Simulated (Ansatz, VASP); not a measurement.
**W in VASP and in Ansatz**

```
CELL_PARAMETERS angstrom
2.67267 0.00000 0.00000
0.00000 2.67267 0.00000
0.00000 0.00000 2.67267
ATOMIC_POSITIONS crystal
W 0.00000 0.00000 0.00000
```

Alike in both runs: functional BLYP; k mesh 12 × 12 × 12; occupations fermi-dirac, width 0.1 eV; no spin polarisation.

Ansatz relaxed the structure, and its values are those at the end. VASP's run is a single point on that final structure, the one shown.

|  | VASP | Ansatz |
| --- | --- | --- |
| version | VASP 6.6.1 | Ansatz 0.2.0 |
| potentials or method | VASP PAW PBE potentials, release 64 (W_sv) | plane waves (420 eV) with PAW, scalar-relativistic |
| plane-wave cutoff (eV) | 520 | 420 |
| valence electrons in the cell | 14 | 14 |

VASP gave:

* pressure (GPa): 1.2

Question: What did Ansatz give for the same quantities?

Answer: Pressure (GPa): 0.0.

The functional is the same, so the differences come from potentials, cutoffs and numerics.

Caveats: the PAW data sets were made with another functional, which shifts forces and pressure a little (VASP). The runs have no spin-orbit coupling, so splittings on W are missing.
